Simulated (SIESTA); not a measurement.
## ZnS: equation of state with PBE

**The experiment to reproduce.**

From “Electronic, vibrational, and thermodynamic properties of ZnS (zincblende and rocksalt structure)”, 2009, arxiv:0911.5022, for a bulk crystal of ZnS: bulk modulus 76.9 GPa.

Crystal: ZnS.

```
Zn S
1.0
     0.00000    2.70200    2.70200
     2.70200    0.00000    2.70200
     2.70200    2.70200    0.00000
Zn S
1 1
Direct
  0.75000 0.75000 0.75000
  0.00000 0.00000 0.00000
```

| Property | Result |
| --- | --- |
| Program | SIESTA 5.4.2 |
| Task | equation of state |
| Functional | PBE |
| Potentials or basis | PseudoDojo 0.4 standard (PBE files) |
| Basis | DZP (energy shift 0.003 Ry; two zetas on semicore shells) |
| Grid cutoff | 800 Ry |
| Energy shift | 0.003 Ry |
| k mesh | 9 × 9 × 9 |
| Occupations | fermi-dirac, width 0.05 eV |
| Spin | no spin polarisation |

```json
{"Equilibrium volume": "20.35 Å³/atom", "Bulk modulus": "70 GPa", "Pressure derivative of the bulk modulus": "4.6 (rough: it moves with the points fitted)"}
```

Energy against volume, from the lowest point:
| volume (Å³/atom) | energy (meV/atom) |
| --- | --- |
| 18.543 | 41.71 |
| 18.938 | 24.16 |
| 19.332 | 12.19 |
| 19.727 | 4.40 |
| 20.121 | 0.28 |
| 20.516 | 0.00 |
| 20.910 | 3.07 |

All runs of the series together: 8.3 min on 1 thread of Intel(R) Xeon(R) Processor @ 2.50GHz (Skylake/Cascade Lake), on a shared host.

A measured bulk modulus of ZnS is 76.9 GPa (quoted in “Electronic, vibrational, and thermodynamic properties of ZnS (zincblende and rocksalt structure)”, 2009, arxiv:0911.5022); the calculated 70 GPa misses it by -8.6 %. The fit is for a static lattice scaled at fixed shape and fixed fractional positions.

Caveat: short orbitals over semicore shells can move pressures by several GPa; the basis of atomic orbitals isn't converged, which shifts pressures, moduli and gaps. PBE usually gives volumes a little too large and moduli too small.
